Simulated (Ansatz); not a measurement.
The following input was run with Ansatz 0.2.0.

```yaml
crystal:
  lattice:
    - [1.5667288592, 0.9045513286, 5.9589012123]
    - [-1.5667288592, 0.9045513286, 5.9589012123]
    - [0.0, -1.8091026572, 5.9589012123]
  atoms:
    - { symbol: Mo, position: [0.0, 0.0, 0.0] }
    - { symbol: S, position: [0.7563304603, 0.7563304603, 0.7563304603] }
    - { symbol: S, position: [0.2436695397, 0.2436695397, 0.2436695397] }
basis:
  ecutwfc: 420
kpoints:
  mp_grid: { grid: [18, 18, 18] }
  band_path:
    path:
      - [[0.0, 0.0, 0.0], [0.5, 0.5, 0.5], [0.81797151, 0.18202849, 0.5]]
      - [[0.5, -0.18202849, 0.18202849], [0.5, 0.0, 0.0], [0.0, 0.0, 0.0], [0.34101425, -0.34101425, 0.0]]
      - [[0.65898575, 0.0, 0.34101425], [0.5, 0.0, 0.5], [0.0, 0.0, 0.0]]
    npoints: 14
hamiltonian:
  xc: pbe
  dispersion: d3bj
scf:
  occupations: { method: gaussian, width: 0.1 }
  n_extra_bands: 7
output:
  forces: true
  stress: true
  eigenvalues: true
  populations: true
  dos: { projected: true, de: 0.02, nscf_kmesh: { grid: [27, 27, 27] } }
  bader: true
  write_density: true
  write_potential: true
  elf: true
  volumetric_format: npy
```

Run as
```bash
ansatz run input.yaml --threads 1 --pin off --max-ram 2560MiB --backend cpu --events-out ev --progress --plain --runs-dir out
```

Computed with DFT PBE+D3(BJ), scalar-relativistic, plane waves, PAW in Ansatz 0.2.0.

From the run's log, abridged:

```
scf.n_extra_bands = 7 over 13 filled bands (N_el = 26.0): the run solves 20 bands
Pseudopotentials: kind: paw
Pseudopotential: Mo, paw, valence charge 14, recommended cutoff 420 eV (normal)
Pseudopotential: S, paw, valence charge 6, recommended cutoff 420 eV (normal)
Functional definition: PBE
Crystal: 3 atoms, lattice volume = 50.669 Å³
Basis set: ecut = 420 eV, 997 PW (Γ), FFT grids on a1−a2, a2, −a2+a3, exchange–correlation on 48×90×48 points (8 copies of the dense FFT grid, shifted against one another)
Bands: 20, of which v1, the nominal top of the filled ones, is band 13 counted from 1 (12 counted from 0)
Symmetry: 12 space group operations
Space group: R-3m (ITA 166), of the structure as read, at distance tolerance 3.7e-5 Å
k-points: 580 of 5832
Initial density: superposition of atomic densities (neutral atoms: chi_scale 0, normalization atom), corrected by the library's trained network
Initial wavefunctions: pseudopotential atomic-orbital guess
Functional: x = pbe(κ = 0.804, μ = 0.21951497), c = pbe(β = 0.06672455)
SCF iter   1: F=—  HF=-6763.268494 eV  |F-HF|=—  |Δ(HF+E_count)|=         —  Δρ=4.99e-3  dr2=3.22e-2  ethr=1.77e-3  ⟨swp⟩=5.3  Hψ=62478  notcnv=0  defer=11
SCF iter   2: F=—  HF=-6763.266169 eV  |F-HF|=—  |Δ(HF+E_count)|=   2.33e-3  Δρ=2.69e-3  dr2=1.10e-2  ethr=1.24e-4  ⟨swp⟩=1.0  Hψ=16240  notcnv=0  defer=12
SCF iter   3: F=—  HF=-6763.265286 eV  |F-HF|=—  |Δ(HF+E_count)|=   8.83e-4  Δρ=4.51e-4  dr2=5.04e-4  ethr=4.24e-5  ⟨swp⟩=1.1  Hψ=10817  notcnv=0  defer=12
SCF iter   4: F=—  HF=-6763.265199 eV  |F-HF|=—  |Δ(HF+E_count)|=   8.71e-5  Δρ=1.99e-4  dr2=2.47e-5  ethr=1.94e-6  ⟨swp⟩=2.1  Hψ=14000  notcnv=0  defer=12
SCF iter   5: F=—  HF=-6763.265229 eV  |F-HF|=—  |Δ(HF+E_count)|=   3.05e-5  Δρ=7.24e-5  dr2=3.82e-6  ethr=9.49e-8  ⟨swp⟩=2.5  Hψ=14946  notcnv=0  defer=12
SCF iter   6: F=—  HF=-6763.265231 eV  |F-HF|=—  |Δ(HF+E_count)|=   1.90e-6  Δρ=1.89e-5  dr2=2.04e-7  ethr=1.47e-8  ⟨swp⟩=2.0  Hψ=14763  notcnv=0  defer=12
SCF iter   7: F=-6763.265231 eV  HF=-6763.265231 eV  |F-HF|=1.72e-9  |Δ(HF+E_count)|=   2.56e-7  Δρ=4.09e-6  dr2=1.38e-8  ethr=3.85e-10  ⟨swp⟩=13.6  Hψ=85945  notcnv=0
SCF 1 converged in 7 iterations: F = -6763.265231 eV  dr2 = 1.38e-8
SCF converged after 7 iterations
Free energy (F): -6763.265231 eV
Harris-Foulkes:  -6763.265231 eV  (|F-HF|=1.72e-9)
Internal energy: -6763.261159 eV  (E = F + TS)
E sigma→0 (E₀):  -6763.263195 eV
Entropy (-TS):   -0.004072 eV (-1.357 meV/atom)
Fermi energy:    11.996262 eV
--- Per-component energies (eV) ---
  E_band       = -131.746442
  E_kinetic    = 656.626705
  E_local      = -1769.161309  (includes V_loc(G=0)·N_el)
  E_nonlocal   = 199.631926
  E_hartree    = 669.907454
  E_xc         = -378.585824
  E_vxc        = -405.171283  (∫ρ·V_xc dr)
  E_paw        = -4401.633417  (= ΣΔE_a)
  E_vpaw       = -153.491123  (= ΣTr[D̂ρ^β])
  E_aug_tail   = 0.000044  (compensation charges beyond the density's cutoff)
  E_ewald      = -1738.697340
  E_disp       = -1.349398  (pairwise vdW)
  E_smearing   = -0.004072  (= −TS)
--- Forces (eV/Å), atoms counted from 1 ---
  atom   1  Mo     0.00000000     0.00000000     0.00000000
  atom   2  S      0.00000000     0.00000000     0.00307280
  atom   3  S      0.00000000     0.00000000    -0.00307280
--- Stress (GPa, compression-positive) ---
       -0.007602       0.000000       0.000000
        0.000000      -0.007602       0.000000
        0.000000       0.000000       0.036254
  P = ⅓ Tr σ = 0.0070 GPa (0.070 kbar)
--- Band table (eV; the first three rows and the last of 580) ---
  k-point 0: bands = ["-49.6991", "-23.7953", "-23.6328", "-23.6328", "-3.2521", "-1.5226", "4.7704", "8.2860", "8.2860", "10.4211", "10.5749", "11.1824", "11.1824", "12.0509", "12.0509", "15.1578", "15.1578", "18.2949", "18.9678", "21.5440"]
  k-point 1: bands = ["-49.6977", "-23.7927", "-23.6461", "-23.6359", "-3.1999", "-1.5107", "4.8401", "8.1461", "8.3146", "10.3882", "10.6213", "10.9628", "10.9831", "12.0932", "12.2446", "14.9996", "15.1227", "18.5635", "19.1543", "21.3086"]
  k-point 2: bands = ["-49.6938", "-23.7852", "-23.6842", "-23.6445", "-3.0464", "-1.4751", "5.0408", "7.8207", "8.3860", "10.1099", "10.3773", "10.6421", "10.8904", "12.1458", "12.5704", "14.7370", "15.0433", "19.1476", "19.5632", "21.0197"]
  k-point 579: bands = ["-49.6991", "-23.7955", "-23.6328", "-23.6328", "-2.7610", "-2.2536", "6.2099", "7.6970", "8.3211", "8.3211", "11.2054", "11.2054", "11.8476", "11.8476", "11.8825", "15.3634", "15.3634", "18.4631", "20.0689", "21.8437"]
--- Löwdin populations: 3 sites ---
  site symbol q [e]
     0     Mo     13.6748
     1      S      6.0636
     2      S      6.0636
  spilling = 0.007614 (of n_electrons = 26.000000)
--- Bader charges: 3 sites ---
  site symbol charge [e]  shift [e]
     0     Mo      1.2557     0.0017
     1      S     -0.6278     0.0009
     2      S     -0.6278     0.0009
  estimated error of the sums over rays = 6.9e-4 e
```

Self-consistency was reached.

Time: 3.3 min on 1 thread of AMD EPYC (Zen 3), with other jobs on the host, peak memory 1.2 GiB.